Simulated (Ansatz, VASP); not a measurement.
# One calculation of SiC, two programs

```
Si C
1.0
     3.07536    0.00000    0.00000
    -1.53768    2.66334    0.00000
     0.00000    0.00000    5.04811
Si C
2 2
Cartesian
  0.0000 1.7756 2.5220
  1.5377 0.8878 5.0460
  0.0000 1.7756 4.4192
  1.5377 0.8878 1.8951
```

Alike in both runs: task single point; functional PBE; k mesh 12 × 12 × 6; no spin polarisation.

```csv
,VASP,Ansatz
version,VASP 6.6.1,Ansatz 0.2.0
potentials or method,"VASP PAW PBE potentials, release 64 (Si, C)","plane waves, PAW"
plane-wave cutoff (eV),520,420
occupations,"gaussian, width 0.01 eV",fixed
valence electrons in the cell,16,16
```

|  | VASP | Ansatz | Ansatz less VASP |
| --- | --- | --- | --- |
| gap on the k mesh at the Fermi level (eV) | 2.27 | 2.28 | +0.004 |
| pressure (GPa) | 3.5 | 3.5 | +0.06 |
| largest component of the traceless stress (GPa) | 0.12 | 0.13 | +0.009 |

A k mesh can miss the band edges. As with any semilocal functional, this PBE gap is likely too small.
